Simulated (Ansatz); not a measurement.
Crystal: Sb.

```
CELL_PARAMETERS angstrom
0.00000 2.37124 2.37124
2.37124 0.00000 2.37124
2.37124 2.37124 0.00000
ATOMIC_POSITIONS crystal
Sb 0.00000 0.00000 0.00000
```

This isn't the form of Sb at room conditions, which is rhombohedral.

Program: Ansatz 0.2.0. Alike in all runs: potentials or basis Ansatz PAW; cell as given; cutoff (eV) 420.

**Question.** Order these runs on this cell by their pressure, lowest first.
A. level PBEsol; spin SOC, no magnetisation; k mesh 7 × 7 × 7; smearing fermi-dirac 0.05 eV; points for each segment of the path 14
B. level BLYP; spin off; k mesh 10 × 10 × 10; smearing fermi-dirac 0.05 eV; points for each segment of the path 14
C. level PBE; spin off; k mesh 10 × 10 × 10; smearing gaussian 0.013 eV

**Answer.** A (-1.4 GPa), C (2.0 GPa), B (7.7 GPa).

Caveats: the PAW data sets come from PBE, with cores solved anew for the run's functional, which leaves a small shift of forces and pressure (some runs).
